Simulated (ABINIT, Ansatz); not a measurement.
## BN (F-43m): zone-centre phonons

Which modes does BN (F-43m) have at the zone centre?

Method: DFT LDA, scalar-relativistic, plane waves, PseudoDojo norm-conserving pseudopotentials, in ABINIT 10.8.3.

The experiments to compare with:

“Equation of state of cubic boron nitride at high pressures and temperatures” (2007, arxiv:cond-mat/0702656) reports for BN, zinc blende, by single-crystal x-ray diffraction (micron-sized single crystals selected from powder, 295 K): lattice constant a (a at ambient conditions) 3.6152 ± 0.0002 Å.

For BN, zinc blende (cubic) (commercial high-pressure high-temperature grown grain, about 200 um), “Strong Confinment of optical fields using localised surface phonon polaritons in cubic Boron Nitride” (2018, arxiv:1812.11146) gives, by Raman scattering, 488 nm excitation: Raman mode (TO phonon at Gamma) 1056 cm⁻¹.

Most raw output is cut from this account.

## 1. The starting structure

The structure is cubic, space group F-43m (No. 216). The conventional cell has a = 3.582 Å, b = 3.582 Å, c = 3.582 Å, α = 90.00°, β = 90.00°, γ = 90.00°. Nearest to B lie 4 N at 1.55 Å. N has 4 B at 1.55 Å nearest. Farther neighbours and most contacts between anions are not listed.

Coordinates:

```cif
data_structure
_symmetry_space_group_name_H-M 'P 1'
_symmetry_Int_Tables_number 1
_cell_length_a 2.5328
_cell_length_b 2.5328
_cell_length_c 2.5328
_cell_angle_alpha 60.000
_cell_angle_beta 60.000
_cell_angle_gamma 60.000
_cell_volume 11.49
loop_
_atom_site_label
_atom_site_type_symbol
_atom_site_fract_x
_atom_site_fract_y
_atom_site_fract_z
_atom_site_occupancy
B1 B 0.00000 0.00000 0.00000 1
N2 N 0.75000 0.75000 0.75000 1
```

## 2. Relaxation

Frequencies change by per cents with a per cent of volume, so the structure is first brought to rest at this level of theory.

The starting cell comes from a relaxation made beforehand in Ansatz (LDA, PseudoDojo NC).

relax.abi reads:

```
# relaxation
ionmov 2
optcell 2
ecutsm 0.5
dilatmx 1.08
ntime 40
tolmxf 2.0d-06
tolvrs 1.0d-14
prtwf 0
prtden 0
chksymtnons 0

# basis, mesh and filling
ecut 36.0
ngkpt 10 10 10
nshiftk 1
shiftk 0.0 0.0 0.0
istwfk *1
occopt 1
nband 4
nstep 100
diemac 9.0
prtebands 0
prtgsr 0
useylm 1

# cell and atoms
acell 3*1.0 Angstrom
rprim 
    0.0 1.790942308 1.790942308
    1.790942308 0.0 1.790942308
    1.790942308 1.790942308 0.0
ntypat 2
znucl 5 7
natom 2
typat 1 2
xred 
    0.0 0.0 0.0
    0.75 0.75 0.75
pp_dirpath "./pseudo"
pseudos "B.upf, N.upf"
```

Started as:

```
OMP_NUM_THREADS=1 mpirun -n 2 abinit relax.abi > relax.log
```

Wall time 6.6 s (2 MPI ranks of Intel Xeon 6975P-C (Granite Rapids), shared host); 13 s of CPU time.

Little changed from the start: no atom moved by 0.005 Å and no cell edge by 0.1 %.

This step gave:

```yaml
volume_per_atom: 5.745 Å³
pressure: -2.42e-5 GPa
```

## 3. Ground state

The response is built on these wavefunctions, so the potential is converged far more tightly than an energy would need. The mesh is shifted off Γ, since shifted meshes converge sums over the zone faster.

gs.abi reads:

```
# ground state
tolvrs 1.0d-16
prtden 1
prtwf 1

# basis, mesh and filling
ecut 36.0
ngkpt 8 8 8
nshiftk 4
shiftk 
    0.5 0.5 0.5
    0.5 0.0 0.0
    0.0 0.5 0.0
    0.0 0.0 0.5
istwfk *1
occopt 1
nband 4
nstep 100
diemac 9.0
prtebands 0
prtgsr 0
useylm 1

# cell and atoms
acell 3*1.0 Angstrom
rprim 
    0.0 1.790982991 1.790982991
    1.790982991 0.0 1.790982991
    1.790982991 1.790982991 0.0
ntypat 2
znucl 5 7
natom 2
typat 1 2
xred 
    0.0 0.0 0.0
    0.75 0.75 0.75
pp_dirpath "./pseudo"
pseudos "B.upf, N.upf"
```

Started as:

```
OMP_NUM_THREADS=1 mpirun -n 2 abinit gs.abi > gs.log
```

Run time: 4 s. Hardware: 2 MPI ranks.

This step gave:

- pressure: -1.069 GPa

The cell stands at -1.1 GPa: the relaxation ran with a smoothed cutoff and on another k mesh.

## 4. Empty bands

Empty bands on the ground state's density check that the gap assumed so far is there in this cell.

gap.abi reads:

```
# empty bands on the ground state's density
iscf -2
getden_filepath "gso_DEN"
tolwfr 1.0d-12
nbdbuf 2
prtwf 0

# basis, mesh and filling
ecut 36.0
ngkpt 12 12 12
nshiftk 1
shiftk 0.0 0.0 0.0
istwfk *1
occopt 1
nband 8
nstep 100
diemac 9.0
prtebands 0
prtgsr 0
useylm 1

# cell and atoms
acell 3*1.0 Angstrom
rprim 
    0.0 1.790982991 1.790982991
    1.790982991 0.0 1.790982991
    1.790982991 1.790982991 0.0
ntypat 2
znucl 5 7
natom 2
typat 1 2
xred 
    0.0 0.0 0.0
    0.75 0.75 0.75
pp_dirpath "./pseudo"
pseudos "B.upf, N.upf"
```

Started as:

```
OMP_NUM_THREADS=1 mpirun -n 2 abinit gap.abi > gap.log
```

The job ended after 4.3 s (2 MPI ranks; 8.3 s of CPU time).

Numbers from this step:

| Item | Value |
| --- | --- |
| gap on the k-mesh | 4.456 eV |

In this cell the gap on the mesh is 4.5 eV, indirect (smallest direct 8.9 eV), so fixed occupations hold.

## 5. Linear response at Γ

The derivative of the wavefunctions by k comes first, since the response to a field is built on it; then the field and the displacements that symmetry doesn't supply are solved at q = 0.

It reads the wavefunctions written in step 3.

dfpt_gamma.abi reads:

```
ndtset 2

# common to the responses
getwfk_filepath "gso_WFK"
kptopt 2
nqpt 1
qpt 0.0 0.0 0.0
asr 0
chneut 0

# d/dk
rfelfd1 2
rfdir1 1 1 1
iscf1 -3
tolwfr1 1.0d-20

# displacements, field
rfphon2 1
rfatpol2 1 2
rfdir2 1 1 1
rfelfd2 3
getddk2 1
tolvrs2 1.0d-10
prtwf2 0

# basis, mesh and filling
ecut 36.0
ngkpt 8 8 8
nshiftk 4
shiftk 
    0.5 0.5 0.5
    0.5 0.0 0.0
    0.0 0.5 0.0
    0.0 0.0 0.5
istwfk *1
occopt 1
nband 4
nstep 100
diemac 9.0
prtebands 0
prtgsr 0
useylm 1

# cell and atoms
acell 3*1.0 Angstrom
rprim 
    0.0 1.790982991 1.790982991
    1.790982991 0.0 1.790982991
    1.790982991 1.790982991 0.0
ntypat 2
znucl 5 7
natom 2
typat 1 2
xred 
    0.0 0.0 0.0
    0.75 0.75 0.75
pp_dirpath "./pseudo"
pseudos "B.upf, N.upf"
```

Started as:

```
OMP_NUM_THREADS=1 mpirun -n 2 abinit dfpt_gamma.abi > dfpt_gamma.log
```

It took 3.2 min on 2 MPI ranks; 6.5 min of CPU time.

Read from the output:

```
miss of the charge sum rule                                       : 2.28e-4 e
largest acoustic frequency at the zone centre before the sum rule : 0.63 cm⁻¹
highest optical zone-centre mode (no LO-TO term)                  : 1068 cm⁻¹
lowest optical zone-centre mode                                   : 1068 cm⁻¹
mean high-frequency dielectric constant                           : 4.507
largest Born charge in size (third of the trace)                  : 1.879 e
```

Born charge (rows field, columns displacement), before the sum rule (e), principal values of the symmetric part by kind of site:

```
atom  atoms with these values    low  middle   high   mean
  B1                        1   1.88    1.88   1.88   1.88
  N2                        1  -1.88   -1.88  -1.88  -1.88
```

In full for B1:

```
1.88 0.00 0.00
0.00 1.88 0.00
0.00 0.00 1.88
```

High-frequency dielectric tensor:

```
4.51 0.00 0.00
0.00 4.51 0.00
0.00 0.00 4.51
```

The acoustic modes at Γ come out as far as 0.6 cm⁻¹ from zero, where they should vanish, a small numerical error; the Born charges miss their sum rule by 2.3e-4 e, which is good.

## 6. Zone-centre analysis

anaddb reads the merged derivatives, imposes the acoustic sum rule and charge neutrality, and adds the LO-TO term along chosen directions.

anaddb.abi reads:

```
ddb_filepath "gamma_DDB"
output_file "anaddb.abo"
outdata_prefix "anaddb"
asr 1
chneut 1
enunit 2
eivec 1
nph1l 1
qph1l 0.0 0.0 0.0 1.0
dieflag 1
nph2l 3
qph2l 
    1.0 0.0 0.0 0.0
    0.0 0.0 1.0 0.0
    1.0 1.0 1.0 0.0
```

mrgddb.in reads:

```
gamma_DDB
merged
2
dfpt_gammao_DS2_DDB
gso_DDB
```

Started as:

```
mrgddb < mrgddb.in > mrgddb.log
OMP_NUM_THREADS=1 anaddb anaddb.abi > anaddb.log
```

Run time: 0.7 s. Hardware: 1 thread.

This step gave:

| Property | Result |
| --- | --- |
| mean static dielectric constant | 6.676 |
| highest mode moved by the LO-TO term | 1300 cm⁻¹ |

No LO-TO term; unit eigenvectors of the mass-weighted matrix, from anaddb's displacements. Modes at Γ, with each element's share of the kinetic energy:

```
mode  frequency (cm⁻¹)  symmetry  B %  N %
   1               0.0  acoustic   44   56
   2               0.0  acoustic   44   56
   3               0.0  acoustic   44   56
   4            1068.4        T2   56   44
   5            1068.4        T2   56   44
   6            1068.4        T2   56   44
```

Displacements in mode 5 (1068.4 cm⁻¹), the largest set to 1:
```
B1   0.00  1.00  0.00
N2   0.00 -0.77  0.00
```

Trace of the oscillator strength, degenerate modes summed. Infrared lines, with heights relative to the strongest:

```
position (cm⁻¹)  lines merged  IR intensity, relative
           1068             3                     100
```

Static dielectric tensor (ions relaxed, fixed cell):

```
6.68 0.00 0.00
0.00 6.68 0.00
0.00 0.00 6.68
```

The rule moves no optical mode by more than 0.1 cm⁻¹.

## 7. A second program

The same cell, potentials and cutoff go through another code, on another k mesh. Its k mesh is centred on Γ.

This step: DFT LDA, scalar-relativistic, plane waves, PseudoDojo norm-conserving pseudopotentials (Ansatz 0.2.0).

input.yaml reads:

```yaml
crystal:
  lattice:
    - [0.0, 1.7909829907, 1.7909829907]
    - [1.7909829907, 0.0, 1.7909829907]
    - [1.7909829907, 1.7909829907, 0.0]
  atoms:
    - { symbol: B, position: [0.0, 0.0, 0.0] }
    - { symbol: "N", position: [0.75, 0.75, 0.75] }
kpoints:
  mp_grid: { grid: [12, 12, 12] }
hamiltonian:
  xc: lda
  pseudopotentials: { kind: nc, accuracy: standard }
scf:
  occupations: { method: fixed }
output:
  eigenvalues: true
basis:
  ecutwfc: 979.61
phonons:
  method: dfpt
  dielectric: true
  rigid_motions: translations
```

Started as:

```
ansatz run input.yaml --threads 2 --pin off --max-ram 4096MiB --backend cpu --events-out ev --progress --plain --runs-dir out
```

Run time: 8 s. Hardware: 2 threads; peak memory 0.53 GiB; 16 s of CPU time.

Numbers from this step:

```
sum-rule residual before enforcement : 1.89e-4 eV/Å²
miss of the charge sum rule          : 2.81e-6 e
```

Transverse modes. Infrared lines, with heights relative to the strongest:

```
position (cm⁻¹)  label  IR intensity ((D/Å)²/amu), degenerate modes summed, relative
           1068     T2                                                           100
```

## 8. The two compared: ABINIT PseudoDojo and Ansatz, PseudoDojo

Worked out from the results:

```yaml
root_mean_square_difference: 0.02 cm⁻¹
largest_difference: 0.02 cm⁻¹
```

Frequencies side by side, by row:

```
q (reciprocal lattice)  mode  ABINIT PseudoDojo (cm⁻¹)  Ansatz, PseudoDojo (cm⁻¹)
                 0 0 0     1                         0                          0
                 0 0 0     2                         0                          0
                 0 0 0     3                         0                          0
                 0 0 0     4                      1068                       1068
                 0 0 0     5                      1068                       1068
                 0 0 0     6                      1068                       1068
```

The two runs side by side. Further quantities:

```
                                                                               quantity  ABINIT PseudoDojo  Ansatz, PseudoDojo
                                                                                mean ε∞              4.507               4.507
largest Born charge in size (e; the first before, the second after the charge sum rule)              1.879               1.879
                                                       summed IR intensity ((D/Å)²/amu)              40.02               40.03
```

At the zone centre the largest difference (acoustic modes at Γ apart) is 0.002 % of the highest mode.

## 9. Outcome

| Quantity | Value |
| --- | --- |
| space group after relaxation | F-43m |
| volume per atom | 5.74 Å³ |
| highest optical zone-centre mode (no LO-TO term) | 1068 cm⁻¹ |
| highest mode moved by the LO-TO term | 1300 cm⁻¹ |
| mean high-frequency dielectric constant | 4.51 |
| largest Born charge in size (third of the trace) | 1.88 e |
| mean static dielectric constant | 6.68 |
| imaginary optical modes at the zone centre (no q mesh in this session) | none |
| largest difference from Ansatz, PseudoDojo | 0.02 cm⁻¹ |

What this shows: At the LDA level the optical modes of BN (F-43m) at the zone centre (no LO-TO term) lie at 1068 cm⁻¹. The base run prints -1.1 GPa, mostly the error of a finite basis; the relaxation, with a smoothed cutoff, had brought the cell to rest. Along the directions run, the highest mode that the macroscopic field moves lies at 1300 cm⁻¹. Lattice motion raises the mean dielectric constant from 4.507 to 6.676. The Lyddane-Sachs-Teller relation holds: (ωLO/ωTO)² is 1.48 and ε₀/ε∞ is 1.48. ABINIT PseudoDojo and Ansatz, PseudoDojo agree to 0.02 cm⁻¹ (0.002 % of the highest mode compared) on all solved modes but the acoustic ones at Γ, without the LO-TO term. These are harmonic frequencies at zero temperature: anharmonic shifts and linewidths and thermal expansion are left out. Ansatz warns that the cutoff lies 14 % under the one recommended for these files; agreement at one cutoff is not convergence. The structure comes from a database by way of an earlier relaxation and need not be the phase that is stable at ambient conditions.

Computed beside measured:

| quantity | measured | LDA PseudoDojo norm-conserving, ABINIT | LDA PseudoDojo norm-conserving |
| --- | --- | --- | --- |
| lattice constant a (Å) | 3.6152 | 3.582 (-0.9 %) | - |
| Raman mode, TO phonon at Gamma (cm⁻¹) | 1056 | 1068 (+1.2 %) | 1068 (+1.2 %) |

Measured values from arxiv:cond-mat/0702656 (2007) and arxiv:1812.11146 (2018).

How well it matches: The lattice constant a is off by -0.9 %: fair agreement. The Raman mode is off by +1.2 % at LDA PseudoDojo norm-conserving, ABINIT: good agreement. The grades are ours: good and fair within 0.7 and 1.5 % for the lattice constant a and 3 and 7 % for the Raman mode. Zero-point motion and thermal expansion (measured at up to 295 K) are not in the computed lattice constants and Raman mode.

[Host names and launcher messages were left out of these logs when they were recorded.]

[Logs are printed without paths, hosts, clocks, repeated set-up lines and the standing remarks that a program may print on its own settings, such as how far it seeks lower states.]

[Hosts, paths, dates, database ids (printed as entryN), source tags and the programs' standing remarks are cut or masked in the printed files.]
